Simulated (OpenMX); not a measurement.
The system is AlFe.

```
CELL_PARAMETERS angstrom
2.91000 0.00000 0.00000
0.00000 2.91000 0.00000
0.00000 0.00000 2.91000
ATOMIC_POSITIONS crystal
Fe 0.50000 0.50000 0.50000
Al 0.00000 0.00000 0.00000
```

Base run:

* Program: OpenMX 3.8.5
* Functional: PBE
* Potentials or basis: OpenMX 2013 PBE set, Fe6.0H-s3p2d2, Al7.0-s2p2d1, grid cutoff 500 Ry
* k mesh: 9 × 9 × 9
* Occupations: fermi-dirac, width 0.05 eV
* Spin: collinear spin, ferromagnetic start
* Starting moments: [3.0, 0.0] μB

Its results: pressure -6.2 GPa; net moment 0.68 μB per cell; site moments Fe +0.79; Al -0.11 μB.

Q: The run is repeated on the same cell with these changes: potentials or basis from OpenMX 2013 PBE set, Fe6.0H-s3p2d2, Al7.0-s2p2d1, grid cutoff 500 Ry to OpenMX 2013 PBE set, Fe6.0H-s2p2d1, Al7.0-s2p1d1, grid cutoff 700 Ry; k mesh from 9 × 9 × 9 to 7 × 7 × 7. What comes out?

A: Pressure -3.1 GPa; net moment 0.75 μB per cell; site moments Fe +0.89; Al -0.13 μB.

Caveats: the basis of atomic orbitals isn't converged, which shifts pressures, moduli and gaps; the transition metal has a single d function, too few for pressures, volumes and moments (some runs).
